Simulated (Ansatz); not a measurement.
Method: DFT LDA, scalar-relativistic, plane waves, PAW (Ansatz).

Settings: cutoff 420 eV, Γ-centred mesh 9×9×9 on the computed 2-atom cell, Gaussian smearing of 0.02 eV; no spin polarisation.

```
Pb S
1.0
     2.18601    1.26210    3.57177
    -2.18601    1.26210    3.57177
     0.00000   -2.52419    3.57177
Pb S
1 1
Direct
  0.98057 0.98057 0.98057
  0.47504 0.47504 0.47504
```

(1) Is this geometry at equilibrium? Which atom feels the largest force?

(2) Give all forces and the stress.

Spin–orbit coupling is left out, which can shift energies with elements as heavy as these.

## Answers

(1) It isn't. Atom 1 (Pb) feels (0.00, 0.00, 0.05) eV/Å, 0.051 eV/Å in size, and symmetry-related atoms feel the same size.

(2)
| atom | Fx | Fy | Fz |
| --- | --- | --- | --- |
| Pb1 | 0.000 | 0.000 | 0.051 |
| S2 | 0.000 | 0.000 | -0.051 |
Stress (GPa, compression positive):
```
-7.58  0.00  0.00
 0.00 -7.58  0.00
 0.00  0.00 -7.55
```